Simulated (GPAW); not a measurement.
# AlN (F-43m) in GPAW: settings compared, part 2 of 2

GPAW 26.7.0. Earlier steps stand in the parts before.

## 4. Second-harmonic response, LDA (cell strained at random at fixed volume)

run.py

```python
import numpy as np
from ase import Atoms
from ase.dft.bandgap import bandgap
from ase.io import write
from gpaw import GPAW, PW
from gpaw.nlopt.matrixel import make_nlodata
from gpaw.nlopt.shg import get_shg
from gpaw.nlopt.shift import get_shift

atoms = Atoms(['Al', 'N'],
              cell=[[-0.00629, 2.147893, 2.202618],
                    [2.170731, 0.019004, 2.177324],
                    [2.219298, 2.171165, -0.029562]],
              scaled_positions=[[0.0, 0.0, 0.0],
                                [0.25, 0.25, 0.25]],
              pbc=True)

calc = GPAW(mode=PW(650),
            xc='LDA',
            kpts={'size': (8, 9, 8), 'gamma': True},
            occupations={'name': 'fermi-dirac', 'width': 0.05},
            nbands=11,
            convergence={'density': 1e-06},
            maxiter=100,
            txt='gpaw.txt')
atoms.calc = calc
energy = atoms.get_potential_energy()
calc.write('gs.gpw')
write('result.traj', atoms)
print(f'Energy: {energy:.6f} eV')
print('Fermi level:', round(calc.get_fermi_level(), 4), 'eV')
print(f'Gap: {bandgap(calc)[0]:.4f} eV, direct: {bandgap(calc, direct=True)[0]:.4f} eV')

dense = calc.fixed_density(kpts={'size': (16, 17, 16), 'gamma': True},
                           nbands=30, convergence={'bands': 24},
                           symmetry={'point_group': False}, txt='dense.txt')
dense.write('dense.gpw', mode='all')

nlodata = make_nlodata('dense.gpw', nf=24)
freqs = np.linspace(0, 9, 181)
shg, shift = [freqs], [freqs]
for pol in ['xxx', 'xxy', 'xxz']:
    chi = get_shg(nlodata, freqs=freqs, eta=0.2, pol=pol, gauge='lg', out_name=f'shg_{pol}.npy')[1] * 1e12  # pm/V
    sigma = get_shift(nlodata, freqs=freqs, eta=0.2, pol=pol, out_name=f'shift_{pol}.npy')[1] * 1e6  # uA/V^2
    shg += [chi.real, chi.imag]
    shift += [sigma.real]
    print(f'chi(2) {pol} at zero frequency: {chi[0].real:.3f} pm/V')
np.savetxt('shg.dat', np.array(shg).T, fmt='%.3f')
np.savetxt('shift.dat', np.array(shift).T, fmt='%.3f')
```

Potentials or basis: the program's PAW data sets (release 1.2.1) made for this functional, pw.

Started as:

```sh
> OMP_NUM_THREADS=1 python run.py
```

gpaw.txt:

```text
__  _  _
 | _ |_)|_||  |
 |__||  | ||/\| - 26.7.0

Input parameters:
  mode=PW(ecut=650.0),
  convergence={'density': 1e-06},
  kpts=MonkhorstPack(size=(8, 9, 8), gamma=True),
  maxiter=100,
  nbands=11,
  occupations=Occupations(name='fermi-dirac', width=0.05),
  xc=XC(name='LDA')

Diagonalizing LCAO Hamiltonian
Converting LCAO to pw mode

           N
       Al

Atoms  # Å, Bohr magnetons
|   | symbol |        x |        y |        z |    initial magnetic moments |
|---|--------|----------|----------|----------|-----------------------------|
| 0 |     Al | 0.000000 | 0.000000 | 0.000000 | ( 0.0000,  0.0000,  0.0000) |
| 1 |      N | 1.095935 | 1.084515 | 1.087595 | ( 0.0000,  0.0000,  0.0000) |

Unit cell  # Å
| periodic |         x |        y |         z |  lengths |    angles |
|----------|-----------|----------|-----------|----------|-----------|
|      yes | -0.006290 | 2.147893 |  2.202618 | 3.076526 | 59.852269 |
|      yes |  2.170731 | 0.019004 |  2.177324 | 3.074601 | 61.319250 |
|      yes |  2.219298 | 2.171165 | -0.029562 | 3.104853 | 59.344326 |

Number of symmetries: 1
Symmetry operations  # r_c * U_cc + t_c -> r_c
|   | kind |            matrix            |
|---|------|------------------------------|
| 0 |  E   |  1, 0, 0,  0, 1, 0,  0, 0, 1 |

BZ-sampling:
  Number of BZ points: 576
  Number of IBZ points: 290

  Monkhorst-Pack size: [8, 9, 8]
  Monkhorst-Pack shift: [0.0625, 0.0, 0.0625]

K-points  # in reciprocal-cell coordinates
|     |                                coordinates |     weight |
|-----|--------------------------------------------|------------|
|   0 | (  0.00000000,   0.00000000,   0.00000000) | 0.00173611 |
|   1 | (  0.00000000,   0.00000000,   0.12500000) | 0.00347222 |
|   2 | (  0.00000000,   0.00000000,   0.25000000) | 0.00347222 |
|   3 | (  0.00000000,   0.00000000,   0.37500000) | 0.00347222 |
|   4 | (  0.00000000,   0.00000000,   0.50000000) | 0.00173611 |
|   5 | (  0.00000000,   0.11111111,  -0.37500000) | 0.00347222 |
|   6 | (  0.00000000,   0.11111111,  -0.25000000) | 0.00347222 |
|   7 | (  0.00000000,   0.11111111,  -0.12500000) | 0.00347222 |
|   8 | (  0.00000000,   0.11111111,   0.00000000) | 0.00347222 |
|   9 | (  0.00000000,   0.11111111,   0.12500000) | 0.00347222 |
| ... |                                            |            |
| 289 | (  0.50000000,   0.44444444,   0.50000000) | 0.00347222 |

Plane wave coefficients: 801
Cutoff: 650.0 eV

Spin-components: 1 (collinear spins)
Bands:           11
Projectors:      10
Spin-degeneracy: 2
Datatype:        complex128

Density:
  Valence electrons: 8.0
  Components: 1
  Grid points: [20 20 20]
  Charge: 0.0  # |e|

Potential:
  Grid points: [20 20 20]

species:
  Al:
    name:    Aluminium
    Z:       13.0
    valence: 3
    core:    10
    charge:  0.0  # [|e|]
    compensation charges:
      type: gauss
      rc: 0.34  # [Å]
      lmax: 2
    cutoffs:
      filter: 1.91  # [Å]
      core: 2.36  # [Å]
    projectors
    | kind |    occ | energy [eV] | rcut [Å] |
    |------|--------|-------------|----------|
    |   3s |  2.000 |      -7.830 |    1.085 |
    |   3p |  1.000 |      -2.783 |    1.085 |
    |    s |        |      19.382 |    1.085 |
    |    p |        |      24.428 |    1.085 |
    |    d |        |       0.000 |    1.085 |

    Using partial waves for Al as LCAO basis

  N:
    name:    Nitrogen
    Z:       7.0
    valence: 5
    core:    2
    charge:  0.0  # [|e|]
    compensation charges:
      type: gauss
      rc: 0.18  # [Å]
      lmax: 2
    cutoffs:
      filter: 1.11  # [Å]
      core: 0.96  # [Å]
    projectors
    | kind |    occ | energy [eV] | rcut [Å] |
    |------|--------|-------------|----------|
    |   2s |  2.000 |     -18.420 |    0.603 |
    |   2p |  3.000 |      -7.237 |    0.529 |
    |    s |        |       8.791 |    0.603 |
    |    p |        |      19.974 |    0.529 |
    |    d |        |       0.000 |    0.577 |

    Using partial waves for N as LCAO basis

Reference energy: -8049.295751  # eV

eigensolver:
  PPCG
  Converge bands: occupied
  niter=2

density mixing:
  MSR1-Mixer
  Pratt-step length: 0.05
  Maximum mixing coefficient: 0.75
  Old densities: 10
  SVD Regularization: 0.005
  Good broyden scale: 1.0
  Trust region scale: 1.0
  Backstep threshold: 4.0
  History deletion threshold: 6.0
  Fourier metric: weight=20.0, sigma=0.015

occupation numbers:
  Fermi-Dirac:
    width: 0.0500  # eV

poisson solver:
  ecut: 5200.0  # eV

xc functional:
  name: None

convergence criteria:
- Maximum integral of absolute [dens]ity change: 1e-06 electrons / valence electron
- Maximum [total energy] change in last 3 cyles: 0.0005 eV / valence electron
- Maximum integral of absolute [eigenst]ate change: 4e-08 eV^2 / valence electron
maximum number of iterations: 100

SCF iterations
|iter     | |      energy | eigst |  dens |
|---------|-|-------------|-------|-------|
|iter:   1| |  -18.393834 | -0.28 |       |
|iter:   2| |  -17.861055 | -2.24 | -0.55 |
|iter:   3| |  -16.297555 | -0.95 | -0.60 |
|iter:   4| |  -16.286261 | -3.12 | -1.25 |
|iter:   5| |  -16.284424 | -3.59 | -1.56 |
|iter:   6| |  -16.284453c| -5.99 | -2.74 |
|iter:   7| |  -16.284459c| -6.62 | -3.14 |
|iter:   8| |  -16.284459c| -7.66c| -4.41 |
|iter:   9| |  -16.284459c| -8.72c| -5.12 |
|iter:  10| |  -16.284459c| -9.63c| -5.94 |
|iter:  11| |  -16.284459c|-10.53c| -6.68c|

Converged in 11 steps
Energy contributions relative to reference atoms: (reference = -8049.295751)

Energy contributions:
  Kinetic:          17.385901
  Coulomb:         -14.933405
  Zero:              0.011175
  External:          0.000000
  Xc:              -18.748131
  Entropy:          -0.000000
  Spinorbit:         0.000000
  ----------------------------
  Free energy:     -16.284459
  Extrapolated:    -16.284459

dipole moment: (-8.683522, -8.549265, -8.660755)  # |e|*Ang

Fermi level: 6.700
Eigenvalues  # (at kpt = [0.000, 0.000, 0.000])
| band index |      eig [eV] | occ [0-2] |
|------------|---------------|-----------|
|          0 |        -9.146 |     2.000 |
|          1 |         5.591 |     2.000 |
|          2 |         5.713 |     2.000 |
|          3 |         5.793 |     2.000 |
|          4 |         9.930 |     0.000 |
|          5 |        17.653 |     0.000 |
|          6 |        18.074 |     0.000 |
|          7 |        18.472 |     0.000 |
|          8 |        22.880 |     0.000 |
|          9 |        23.596 |     0.000 |
|         10 |        24.233 |     0.000 |

Gap: 3.056 eV
Transition (v -> c):
  (s=0, k=0, n=3, [0.00, 0.00, 0.00]) -> (s=0, k=257, n=4, [0.50, 0.00, 0.50])
Direct/indirect transitions are different
Direct gap: 4.137 eV
Transition at: (s=0, k=0, n=3, [0.00, 0.00, 0.00])
# Writing to gs.gpw (mode='')
```

stdout:

```text
Energy: -16.284459 eV
Fermi level: 6.7003 eV
Gap: 3.0558 eV, direct: 4.1374 eV
Calculating momentum matrix elements for spin channel 0.

Calculation in the lg gauge for element xxx.

Calculation for element xxx.

chi(2) xxx at zero frequency: 0.217 pm/V
Calculation in the lg gauge for element xxy.

Calculation for element xxy.

chi(2) xxy at zero frequency: -0.250 pm/V
Calculation in the lg gauge for element xxz.

Calculation for element xxz.

chi(2) xxz at zero frequency: 0.198 pm/V
```

dense.txt:

```text
Diagonalizing LCAO Hamiltonian
Converting LCAO to pw mode
convergence criteria:
- Maximum integral of absolute [eigenst]ate change: 4e-08 eV^2 / valence electron
maximum number of iterations: 100

SCF iterations
|iter     | |      energy | eigst |  dens |
|---------|-|-------------|-------|-------|
|iter:   1| |             | +3.59 |       |
|iter:   2| |             | +1.94 |       |
|iter:   3| |             | -0.38 |       |
|iter:   4| |             | -1.90 |       |
|iter:   5| |             | -3.44 |       |
|iter:   6| |             | -4.60 |       |
|iter:   7| |             | -5.82 |       |
|iter:   8| |             | -6.61 |       |
|iter:   9| |             | -7.32 |       |
|iter:  10| |             | -7.89c|       |
SCF steps: 10
  __  _  _
 | _ |_)|_||  |
 |__||  | ||/\| - 26.7.0

Input parameters:
  mode=PW(ecut=650.0),
  convergence={'bands': 24},
  gpts=array([20, 20, 20]),
  kpts=MonkhorstPack(size=(16, 17, 16), gamma=True),
  maxiter=100,
  nbands=30,
  occupations=Occupations(name='fermi-dirac', width=0.05),
  symmetry=Symmetry(point_group=False),
  xc=XC(name='LDA')
# Writing to dense.gpw (mode='all')
```

It took 20 min on 1 thread of Arm Neoverse V1, shared host; peak memory 1.7 GiB.

Results:

- Free energy: -16.2845 eV
- Band gap on the k mesh: 3.06 eV, indirect (least direct gap 4.14 eV)

Caveat: independent particles: no local fields, no excitons, no shift of the gap; the long-wavelength limit can be off by a per cent or two; an odd mesh through Γ misses points on the zone boundary, where band edges often lie.
